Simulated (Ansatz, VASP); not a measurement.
## Two plane-wave programs on TePb

Contents of INCAR:

```
PREC = Accurate ; ENCUT = 520
EDIFF = 1E-7 ; ISMEAR = -1
SIGMA = 0.05 ; LREAL = F
LASPH = T ; NELM = 100
ALGO = Normal ; ISIF = 2
LWAVE = F ; LCHARG = F
GGA = PE ; NBANDS = 17
```

Contents of KPOINTS:

```
Automatic mesh
0
Gamma
  7 7 7
```

The input POSCAR:

```
TePb
1.0
    4.0287929844      0.0000000000      0.0000000000
    0.0000000000      4.0287929844      0.0000000000
    0.0000000000      0.0000000000      4.0287929844
Pb Te
1 1
Direct
    0.0000000000      0.0000000000      0.0000000000
    0.5000000000      0.5000000000      0.5000000000
```

The input input.yaml:

```yaml
crystal:
  lattice:
    - [4.0287929844, 0.0, 0.0]
    - [0.0, 4.0287929844, 0.0]
    - [0.0, 0.0, 4.0287929844]
  atoms:
    - { symbol: Pb, position: [0.0, 0.0, 0.0] }
    - { symbol: Te, position: [0.5, 0.5, 0.5] }
hamiltonian:
  xc: pbe
  pseudopotentials: { kind: paw }
kpoints:
  mp_grid: { grid: [7, 7, 7] }
scf:
  occupations: { method: fermi_dirac, width: 0.05 }
output:
  forces: true
  stress: true
  eigenvalues: true
```

Change from the starting cell: volume scaled by 1.02.

Alike in both runs: task single point; functional PBE; k mesh 7 × 7 × 7; occupations fermi-dirac, width 0.05 eV; no spin polarisation.

|  | VASP | Ansatz |
| --- | --- | --- |
| version | VASP 6.6.1 | Ansatz 0.2.0 |
| potentials or method | VASP PAW PBE potentials, release 64 (Pb_d, Te) | Ansatz PAW |
| plane-wave cutoff (eV) | 520 | 420 |
| valence electrons in the cell | 20 | 30 |

|  | VASP | Ansatz | Ansatz less VASP |
| --- | --- | --- | --- |
| gap on the k mesh at the Fermi level (eV) | none | none | - |
| pressure (GPa) | -0.8 | -0.8 | +0.04 |

A gap of «none» marks a metal or a gap that the smearing closes. The two sets of potentials don't hold the same shells in valence.

The runs have no spin-orbit coupling, so splittings on Pb, Te are missing.
